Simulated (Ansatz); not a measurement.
**HfN: convergence with LAPW's basis error target**

One table from this session's results is given with a row withheld; the runs are named, their logs left out.

Method: DFT, PBE, all-electron LAPW, scalar-relativistic, in Ansatz 0.2.0.

## The structure to begin with

Symmetry: Fm-3m, No. 225, cubic system. The conventional cell has a = 4.518 Å, b = 4.518 Å, c = 4.518 Å, α = 90.00°, β = 90.00°, γ = 90.00°. Hf (site symmetry m-3m) is surrounded by 6 N at 2.26 Å. Around N (site symmetry m-3m) lie 6 Hf at 2.26 Å.

Structure file:

```
Hf N
1.0
     0.00000    2.25900    2.25900
     2.25900    0.00000    2.25900
     2.25900    2.25900    0.00000
Hf N
1 1
Direct
  0.00000 0.00000 0.00000
  0.50000 0.50000 0.50000
```

The cell comes from a crystallographic database entry that wasn't checked; take it as a given geometry, which may be far from equilibrium.

Atoms are numbered in the order of the input: Hf1, N2.

Set-up of the first run:

input.yaml

```yaml
crystal:
  lattice:
    - [0.0, 2.259, 2.259]
    - [2.259, 0.0, 2.259]
    - [2.259, 2.259, 0.0]
  atoms:
    - { symbol: Hf, position: [0.0, 0.0, 0.0] }
    - { symbol: "N", position: [0.5, 0.5, 0.5] }
kpoints:
  mp_grid: { grid: [10, 10, 10] }
scf:
  occupations: { method: fermi_dirac, width: 0.01 }
hamiltonian:
  xc: pbe
  pseudopotentials: { kind: all_electron, lapw: { basis_error: 0.03 } }
output:
  forces: true
  stress: true
  eigenvalues: true
```

Among the steps run: With basis error target 0.03 eV/atom; With basis error target 0.01 eV/atom; With basis error target 0.003 eV/atom; With basis error target 0.0001 eV/atom.

One of the session's tables, all rows but one given; the rest of the session is left out.

```
basis error target (eV/atom)  pressure (GPa)
                        0.03            5.61
                        0.01            5.54
                       0.003               ?
                      0.0001            5.50
```

Q: Estimate the row for basis error target (eV/atom) = 0.003 from the others.

Worked estimate for «pressure (GPa)». A straight line through the neighbours (0.01, 5.54) and (0.0001, 5.50) gives 5.54 + (5.50 − 5.54) × (0.003 − 0.01) / (0.0001 − 0.01) = 5.51; a parabola fitted to 3 rows on both sides gives 5.51.

The run gave: pressure (GPa): 5.51. In «pressure (GPa)» the line misses by 0.00 and the parabola by 0.00.

Energies are those extrapolated to zero smearing.
